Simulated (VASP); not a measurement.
# Al (P6_3/mmc) in VASP: notebook

The runs below take Al through relaxation of cell and atoms, single point, with PBE.

All numbers are computed with VASP 6.6.1; they aren't measurements. Logs are shortened: lines on timing, memory, paths and dates and some standing lists are left out, and cuts for length are marked.

### Step 1. Starting point

The structure is hexagonal, space group P6_3/mmc (No. 194). Conventional cell: a = 2.864 Å, b = 2.864 Å, c = 4.677 Å, α = 90.00°, β = 90.00°, γ = 120.00°. Al (site symmetry -6m2) is surrounded by 12 Al at 2.86 Å.

The cell was built by a generator and needn't be a form met in nature.

### Step 2. Relaxation of cell and atoms, PBE

INCAR reads:

```
PREC = Accurate ; ENCUT = 600
EDIFF = 1E-7 ; ISMEAR = 0
SIGMA = 0.05 ; LREAL = F
LASPH = T ; NELM = 100
ALGO = Normal ; ISIF = 3
LWAVE = F ; LCHARG = F
GGA = PE ; IBRION = 2
NSW = 80 ; EDIFFG = -0.03
```

KPOINTS reads:

```
Automatic mesh
0
Gamma
  8 8 4
```

POSCAR reads:

```
Al
1.0
    2.8635818422      0.0000000000      0.0000000000
   -1.4317909211      2.4799346212      0.0000000000
    0.0000000000      0.0000000000      4.6771836756
Al
2
Direct
    0.3333333333      0.6666666667      0.7500000000
    0.6666666667      0.3333333333      0.2500000000
```

Potentials or basis: VASP PAW PBE potentials, release 64 (Al).

On the command line:

```console
$ cat potpaw_PBE.64/Al/POTCAR > POTCAR
$ mpirun -np 1 vasp_std > vasp.out
```

OUTCAR:

```text
PREC = Accurate
   ENCUT = 600
   EDIFF = 1E-7
   ISMEAR = 0
   LREAL = F
   LASPH = T
   NELM = 100
   ISIF = 3
   GGA = PE
   IBRION = 2
   NSW = 80
   EDIFFG = -0.03

 ion  position               nearest neighbor table
   1  0.333  0.667  0.750-   2 2.86   2 2.86   2 2.86   2 2.86   2 2.86   2 2.86
   2  0.667  0.333  0.250-   1 2.86   1 2.86   1 2.86   1 2.86   1 2.86   1 2.86

  LATTYP: Found a hexagonal cell.
 ALAT       =     2.8635818422
 C/A-ratio  =     1.6333333333

  Lattice vectors:

 A1 = (   2.8635818422,   0.0000000000,   0.0000000000)
 A2 = (  -1.4317909211,   2.4799346212,   0.0000000000)
 A3 = (   0.0000000000,   0.0000000000,   4.6771836756)

Analysis of symmetry for initial positions (statically):
=====================================================================
 Subroutine PRICEL returns:
 Original cell was already a primitive cell.

 Routine SETGRP: Setting up the symmetry group for a
 hexagonal supercell.

 Subroutine GETGRP returns: Found 24 space group operations
 (whereof 12 operations were pure point group operations)
 out of a pool of 24 trial point group operations.

The static configuration has the point symmetry D_3d.
 The point group associated with its full space group is D_6h.

Analysis of symmetry for dynamics (positions and initial velocities):
=====================================================================
 Subroutine PRICEL returns:
 Original cell was already a primitive cell.

 Routine SETGRP: Setting up the symmetry group for a
 hexagonal supercell.

 Subroutine GETGRP returns: Found 24 space group operations
 (whereof 12 operations were pure point group operations)
 out of a pool of 24 trial point group operations.

The dynamic configuration has the point symmetry D_3d.
 The point group associated with its full space group is D_6h.

 Subroutine INISYM returns: Found 24 space group operations
 (whereof 12 operations are pure point group operations),
 and found     1 'primitive' translations

----------------------------------------------------------------------------------------

                                     Primitive cell

  volume of cell :      33.2150

  direct lattice vectors                    reciprocal lattice vectors
     2.863581842  0.000000000  0.000000000     0.349212998  0.201618218  0.000000000
    -1.431790921  2.479934621  0.000000000     0.000000000  0.403236437  0.000000000
     0.000000000  0.000000000  4.677183676     0.000000000  0.000000000  0.213803876

  length of vectors
     2.863581842  2.863581842  4.677183676     0.403236437  0.403236437  0.213803876

  position of ions in fractional coordinates (direct lattice)
     0.333333333  0.666666667  0.750000000
     0.666666667  0.333333333  0.250000000

  ion indices of the primitive-cell ions
   primitive index   ion index
                 1           1
                 2           2

----------------------------------------------------------------------------------------

 KPOINTS: Automatic mesh

Automatic generation of k-mesh.
 Grid dimensions read from file:
 generate k-points for:    8    8    4

 Generating k-lattice:

  Cartesian coordinates                     Fractional coordinates (reciprocal lattice)
     0.043651625  0.025202277  0.000000000     0.125000000 -0.000000000  0.000000000
     0.000000000  0.050404555  0.000000000     0.000000000  0.125000000  0.000000000
     0.000000000  0.000000000  0.053450969     0.000000000  0.000000000  0.250000000

  Length of vectors
     0.050404555  0.050404555  0.053450969

  Shift w.r.t. Gamma in fractional coordinates (k-lattice)
     0.000000000  0.000000000  0.000000000

 Subroutine IBZKPT returns following result:
 ===========================================

 Found     30 irreducible k-points:

 Following reciprocal coordinates:
            Coordinates               Weight
  0.000000  0.000000  0.000000      1.000000
  0.125000  0.000000  0.000000      6.000000
  0.250000  0.000000  0.000000      6.000000
  0.375000  0.000000  0.000000      6.000000
  0.500000  0.000000  0.000000      3.000000
  0.125000  0.125000  0.000000      6.000000
[... 16 lines left out ...]
  0.250000  0.000000  0.500000      6.000000
  0.375000  0.000000  0.500000      6.000000
 [... further k-points ...]
   k-points           NKPTS =     30   k-points in BZ     NKDIM =     30   number of bands    NBANDS=      7
   number of dos      NEDOS =    301   number of ions     NIONS =      2
   total plane-waves  NPLWV =  23040
   dimension x,y,z NGX =    24 NGY =   24 NGZ =   40
   dimension x,y,z NGXF=    48 NGYF=   48 NGZF=   80
   ions per type =               2
   NGX,Y,Z   is equivalent  to a cutoff of  13.93, 13.93, 14.22 a.u.
   NGXF,Y,Z  is equivalent  to a cutoff of  27.87, 27.87, 28.44 a.u.
 SYSTEM =  unknown system
   PREC   = accura    normal or accurate (medium, high low for compatibility)
   ISTART =      0    job   : 0-new  1-cont  2-samecut
   ICHARG =      2    charge: 1-file 2-atom 10-const
   ISPIN  =      1    spin polarized calculation?
   LNONCOLLINEAR =      F non collinear calculations
   LSORBIT =      F    spin-orbit coupling
   LASPH  =      T    aspherical Exc in radial PAW
   ENCUT  =  600.0 eV  44.10 Ry    6.64 a.u.   5.72  5.72  9.34*2*pi/ulx,y,z
   NELM   =    100;   NELMIN=  2; NELMDL= -5     # of ELM steps
   EDIFF  = 0.1E-06   stopping-criterion for ELM
   LREAL  =      F    real-space projection
   EDIFFG = -.3E-01   stopping-criterion for IOM
   NSW    =     80    number of steps for IOM
   IBRION =      2    ionic relax: 0-MD 1-quasi-New 2-CG
   NFREE  =      1    steps in history (QN), initial steepest desc. (CG)
   ISIF   =      3    stress and relaxation
   ISYM   =      2    0-nonsym 1-usesym 2-fastsym
   POTIM  = 0.5000    time-step for ionic-motion
   TEBEG  =    0.0;   TEEND  =   0.0 temperature during run
   PSTRESS=    0.0 pullay stress
   NELECT =       6.0000    total number of electrons
   NUPDOWN=      -1.0000    fix difference up-down
   EMIN   =  10.00;   EMAX   =-10.00  energy-range for DOS
   EFERMI =   0.00;   METHOD = LEGACY
   ISMEAR =     0;   SIGMA  =   0.05  broadening in eV -4-tet -1-fermi 0-gaus
   EFERMI_NEDOS =   21; number of points for ismear=-14 and -15
   IALGO  =     38    algorithm
   IMIX   =      4    mixing-type and parameters
     AMIX     =   0.40;   BMIX     =  1.00
     AMIX_MAG =   1.60;   BMIX_MAG =  1.00
  volume/ion in A,a.u.               =      16.61       112.07
  Fermi-wavevector in a.u.,A,eV,Ry     =   0.925438  1.748824 11.652503  0.856435
  Thomas-Fermi vector in A             =   2.051292
   LORBIT       =      0    0 simple, 1 ext, 2 COOP (PROOUT), +10 PAW based schemes
   GGA     = PE    functional components
   LHFCALC =     F    Hartree Fock is set to
   AEXX    =    0.0000 exact exchange contribution
   IVDW    =     0    specifies the selected vdW correction
   LEPSILON=     F    determine dielectric tensor
   LRPA    =     F    only Hartree local field effects (RPA)
 conjugate gradient relaxation of ions
 non-spin polarized calculation
 Gauss-broadening in eV      SIGMA  =   0.05
  energy-cutoff  :      600.00
  volume of cell :       33.21
 maximum number of plane-waves:      1132
 NGX is ok and might be reduce to    24
   NGX = 11   NGY = 11   NGZ = 19

--------------------------------------- Ionic step        1  -------------------------------------------

 number of electron       6.0000000 magnetization

 Free energy of the ion-electron system (eV)
  ---------------------------------------------------
  ext. energy  EPLUGINS =         0.00000000
  ---------------------------------------------------
  free energy    TOTEN  =        -7.33722255 eV

  energy without entropy =       -7.33476183  energy(sigma->0) =       -7.33599219

------------------------ aborting loop because EDIFF is reached ----------------------------------------

  FORCE on cell =-STRESS in cart. coord.  units (eV):
  Direction    XX          YY          ZZ          XY          YZ          ZX
  --------------------------------------------------------------------------------------
  -------------------------------------------------------------------------------------
  Total        0.0682786      0.0682786      0.0001807      0.0000000     -0.0000000      0.0000000
  in kB        3.2935240      3.2935240      0.0087183      0.0000000     -0.0000000      0.0000000
  external PRESSURE =       2.1985888 kB  Pullay stress =       0.0000000 kB
[... 89 lines left out ...]
  FREE ENERGIE OF THE ION-ELECTRON SYSTEM (eV)
  ---------------------------------------------------
  free  energy   TOTEN  =        -7.3375261390 eV

  energy  without entropy=       -7.3350545759  energy(sigma->0) =       -7.33629036

[... ionic steps 4 to 12 ...]

--------------------------------------- Ionic step       13  -------------------------------------------

 number of electron       6.0000000 magnetization

------------------------ aborting loop because EDIFF is reached ----------------------------------------

  FORCE on cell =-STRESS in cart. coord.  units (eV):
  Direction    XX          YY          ZZ          XY          YZ          ZX
  --------------------------------------------------------------------------------------
  -------------------------------------------------------------------------------------
  Total       -0.1042640     -0.1042640     -0.0226942      0.0000000      0.0000000      0.0000000
  in kB       -4.9880198     -4.9880198     -1.0856978      0.0000000      0.0000000      0.0000000
  external PRESSURE =      -3.6872458 kB  Pullay stress =       0.0000000 kB
[... 57 lines left out ...]
  energy  without entropy=       -7.3363592010  energy(sigma->0) =       -7.33750822

--------------------------------------- Ionic step       15  -------------------------------------------

 number of electron       6.0000000 magnetization

 Free energy of the ion-electron system (eV)
  ---------------------------------------------------
  ext. energy  EPLUGINS =         0.00000000
  ---------------------------------------------------
  free energy    TOTEN  =        -7.33879312 eV

  energy without entropy =       -7.33650492  energy(sigma->0) =       -7.33764902

 E-fermi :   8.0420     XC(G=0): -10.1574

 val. band max:        7.8493820977   @ k =   0.3750   0.1250   0.0000
 cond. band min:       8.0614482316   @ k =   0.3750   0.1250   0.2500
 fundamental gap:      0.2120661339
 Fermi energy:         8.0419820570

 k-point     1 :       0.0000    0.0000    0.0000
  band No.  band energies     occupation
      1      -3.1772      2.00000
      2       3.4107      2.00000
      3       3.6491      2.00000
      4      18.1580      0.00000
      5      18.1580      0.00000
      6      18.6444      0.00000
      7      18.6444      0.00000
[... 221 lines left out ...]
 k-point    24 :       0.3750    0.0000    0.5000
  band No.  band energies     occupation
      1       1.7911      2.00000
      2       1.7911      2.00000
      3       7.4898      2.00000
      4       7.4898      2.00000
      5      14.3901      0.00000
      6      14.3901      0.00000
      7      15.0651      0.00000

 [... further k-points ...]

------------------------ aborting loop because EDIFF is reached ----------------------------------------

  FORCE on cell =-STRESS in cart. coord.  units (eV):
  Direction    XX          YY          ZZ          XY          YZ          ZX
  --------------------------------------------------------------------------------------
  -------------------------------------------------------------------------------------
  Total       -0.0316728     -0.0316728     -0.0086677      0.0000000      0.0000000      0.0000000
  in kB       -1.5203349     -1.5203349     -0.4160627      0.0000000      0.0000000      0.0000000
  external PRESSURE =      -1.1522442 kB  Pullay stress =       0.0000000 kB
[... 17 lines left out ...]
  FREE ENERGIE OF THE ION-ELECTRON SYSTEM (eV)
  ---------------------------------------------------
  free  energy   TOTEN  =        -7.3387931202 eV

  energy  without entropy=       -7.3365049156  energy(sigma->0) =       -7.33764902

 reached required accuracy - stopping structural energy minimisation
```

Run time: 29 s. Hardware: 1 thread of Intel Xeon Platinum 8488C (Sapphire Rapids), shared host; peak memory 0.14 GiB.

What came out:

* Free energy: -7.3388 eV
* Relaxed volume: 16.69 Å³/atom
* Relaxed cell: a = 2.880 Å, b = 2.880 Å, c = 4.647 Å, α = 90.00°, β = 90.00°, γ = 120.00°
* Space group after relaxing (to 0.05 Å): P6_3/mmc (No. 194)
* Energy gained by relaxing: 0.8 meV/atom
* Ionic steps: 15
* Pressure after relaxing: -0.1 GPa
* Band gap on the k mesh: none (metal or under the smearing width)

The path:
| step | energy change (eV) | largest force (eV/Å) | pressure (GPa) | volume (Å³) |
| --- | --- | --- | --- | --- |
| 1 | 0.0000 | 0.0000 | 0.22 | 33.21 |
| 2 | -0.0002 | 0.0000 | -0.03 | 33.32 |
| 3 | -0.0003 | 0.0000 | -0.68 | 33.61 |
| 4 | -0.0003 | 0.0000 | -0.39 | 33.48 |
| 5 | -0.0004 | 0.0000 | -0.46 | 33.52 |
| 6 | -0.0004 | 0.0000 | -0.49 | 33.53 |
| 7 | -0.0005 | 0.0000 | -0.56 | 33.56 |
| 8 | -0.0006 | 0.0000 | -0.70 | 33.62 |
| 9 | -0.0007 | 0.0000 | -0.68 | 33.62 |
| 10 | -0.0009 | 0.0000 | -0.62 | 33.59 |
| 11 | -0.0013 | 0.0000 | -0.49 | 33.54 |
| 12 | -0.0012 | 0.0000 | -0.23 | 33.44 |
| 13 | -0.0014 | 0.0000 | -0.37 | 33.49 |
| 14 | -0.0014 | 0.0000 | -0.31 | 33.46 |
| 15 | -0.0016 | 0.0000 | -0.12 | 33.38 |

Final structure:
```cif
data_structure
_symmetry_space_group_name_H-M 'P 1'
_symmetry_Int_Tables_number 1
_cell_length_a 2.8799
_cell_length_b 2.8799
_cell_length_c 4.6469
_cell_angle_alpha 90.000
_cell_angle_beta 90.000
_cell_angle_gamma 120.000
_cell_volume 33.38
loop_
_atom_site_label
_atom_site_type_symbol
_atom_site_fract_x
_atom_site_fract_y
_atom_site_fract_z
_atom_site_occupancy
Al1 Al 0.33333 0.66667 0.75000 1
Al2 Al 0.66667 0.33333 0.25000 1
```

Levels at points of the mesh, in eV from the Fermi level:
```tsv
k point	band 1	band 2	band 3	band 4	band 5	band 6	band 7
(0.00, 0.00, 0.00)	-11.22	-4.63	-4.39	10.12	10.12	10.60	10.60
(0.50, 0.00, 0.00)	-5.51	-5.28	0.47	1.06	1.39	1.64	5.24
(0.00, 0.00, 0.50)	-9.51	-9.51	3.48	3.48	11.42	11.42	11.42
(0.50, 0.00, 0.50)	-4.07	-4.07	-3.39	-3.39	6.71	6.71	7.41
```

### Step 3. Single point, PBE, non-collinear spin, zero start, spin-orbit coupling

INCAR reads:

```
SYSTEM = Al
  PREC = Accurate
  ENCUT = 520
  EDIFF = 1E-6
  ISMEAR = 0
  SIGMA = 0.05
  LREAL = .False.
  LASPH = .True.
  NELM = 150
  ALGO = Normal
  ISIF = 2
  LWAVE = .False.
  LCHARG = .False.
  MAGMOM = 0 0 0 0 0 0
  LORBIT = 11
  LSORBIT = .True.
  GGA_COMPAT = .False.
  LORBMOM = .True.
  GGA = PE
  NBANDS = 18
```

KPOINTS reads:

```
regular mesh
0
Gamma
  16 16 10
  0 0 0
```

POSCAR reads:

```
Al
1.0
    2.8483779758      0.0000000000      0.0000000000
   -1.4241889879      2.4667676866      0.0000000000
    0.0000000000      0.0000000000      4.7272480019
Al
2
Direct
    0.3333333333      0.6666666667      0.7500000000
    0.6666666667      0.3333333333      0.2500000000
```

Potentials or basis: VASP PAW PBE potentials, release 64 (Al).

On the command line:

```console
$ cat potpaw_PBE.64/Al/POTCAR > POTCAR
$ mpirun -np 1 vasp_ncl > vasp.out
```

It took 1.9 min on 1 thread of Intel Xeon Platinum 8488C (Sapphire Rapids), shared host; peak memory 0.31 GiB.

Results (log left out):

```
Free energy                                           : -7.4273 eV
Pressure                                              : 0.2 GPa
Net moment                                            : 0.00 μB per cell
Valence electrons inside the program's atomic spheres : Al 0.77
```

Stress tensor (GPa, compression positive):
```
0.09 0.00 0.00
0.00 0.09 0.00
0.00 0.00 0.26
```

Moments on the atoms (μB; x, y, z):
```
Al  0.00 0.00 0.00
Al  0.00 0.00 0.00
```
